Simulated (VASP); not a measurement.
Runs of VASP 6.6.1 on CdS. It takes space group P6_3mc (No. 186, hexagonal). Conventional cell: a = 4.131 Å, b = 4.131 Å, c = 6.725 Å, α = 90.00°, β = 90.00°, γ = 120.00°. Cd (site symmetry 3m) has 4 S at 2.53 Å as nearest neighbours. Around S (site symmetry 3m) lie 4 Cd at 2.53 Å. 

| task | level | spin | cell | k mesh | cutoff (eV) | gap on the mesh (eV) | pressure (GPa) |
| --- | --- | --- | --- | --- | --- | --- | --- |
| band structure | r2SCAN | off | P6_3mc, 24.85 Å³/atom | 9 × 9 × 4 | 520 | (a) | 1.7 |
| relaxation of cell and atoms | PBEsol | off | relaxed | 9 × 9 × 4 | 600 | 1.08 | 0.0 |
| band structure | PBEsol | off | P6_3mc, 24.85 Å³/atom | 9 × 9 × 4 | 520 | 1.08 | 0.0 |
| band structure | PBEsol | SOC, no magnetisation | P6_3mc, 24.85 Å³/atom | 6 × 6 × 3 | 520 | - | 0.0 |

Alike in all rows: potentials or basis VASP PAW PBE potentials, release 64 (Cd, S); smearing gaussian 0.03 eV.

Task: Fill in the values left out.

Result: (a) 1.68.

Caveats: the PAW data sets were made with another functional, which shifts forces and pressure a little.

A k mesh can miss the band edges, and rows without SOC leave out spin-orbit coupling on Cd.
